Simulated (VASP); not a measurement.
# BAs: kinetic-energy density

BAs, F-43m (no. 216), 2 atoms in the cell. PBE; PAW potentials As, B (PBE set).

## Input

INCAR:
```
SYSTEM = BAs
PREC = Accurate
ENCUT = 520
EDIFF = 1E-7
ISMEAR = 0
SIGMA = 0.02
LREAL = .FALSE.
LASPH = .TRUE.
ALGO = Normal
NELM = 100
ISIF = 2
LWAVE = .FALSE.
LCHARG = .TRUE.
LTAU = .TRUE.
```

KPOINTS:
```
k-points
0
Gamma
  8 8 8
```

POSCAR:
```
BAs
1.0
    0.0000000000      2.3885000000      2.3885000000
    2.3885000000      0.0000000000      2.3885000000
    2.3885000000      2.3885000000      0.0000000000
As B
1 1
Direct
    0.7500000000      0.7500000000      0.7500000000
    0.0000000000      0.0000000000      0.0000000000
```

Commands:
```
cat potpaw_PBE.64/As/POTCAR potpaw_PBE.64/B/POTCAR > POTCAR
mpirun -np 1 vasp_std > vasp.out
```

## Result

- Kinetic energy of the pseudo orbitals (eV): 118.96

VASP 6.6.1 took 8.3 s on 1 core (Intel Xeon Platinum 8488C (Sapphire Rapids)), a shared host.
